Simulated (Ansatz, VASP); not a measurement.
## W: VASP beside Ansatz

```xyz
4
Lattice="5.3936 0.0000 0.0000 -2.6968 4.6710 0.0000 0.0000 0.0000 2.6550" Properties=species:S:1:pos:R:3 pbc="T T T"
W     0.0000    0.0000    0.0000
W    -1.3484    2.3355    1.3275
W     2.6968    0.0000    1.3275
W     1.3484    2.3355    1.3275
```

Alike in both runs: functional PBE; k mesh 6 × 6 × 6; occupations gaussian, width 0.1 eV; no spin polarisation.

Ansatz relaxed the structure, and its values are those at the end. VASP's run is a single point on that final structure, the one shown.

|  | VASP | Ansatz |
| --- | --- | --- |
| version | VASP 6.6.1 | Ansatz 0.2.0 |
| potentials or method | VASP PAW PBE potentials, release 64 (W_sv) | scalar-relativistic, plane waves, PAW |
| plane-wave cutoff (eV) | 520 | 420 |
| valence electrons in the cell | 56 | 56 |

|  | VASP | Ansatz | Ansatz less VASP |
| --- | --- | --- | --- |
| gap on the k mesh at the Fermi level (eV) | none | none | - |
| pressure (GPa) | 0.5 | 0.0 | -0.52 |

A gap of «none» marks a metal or a gap that the smearing closes.

Caveats: the k mesh is coarse (spacing up to 0.39 Å⁻¹), so the values aren't converged. The runs have no spin-orbit coupling, so splittings on W are missing.
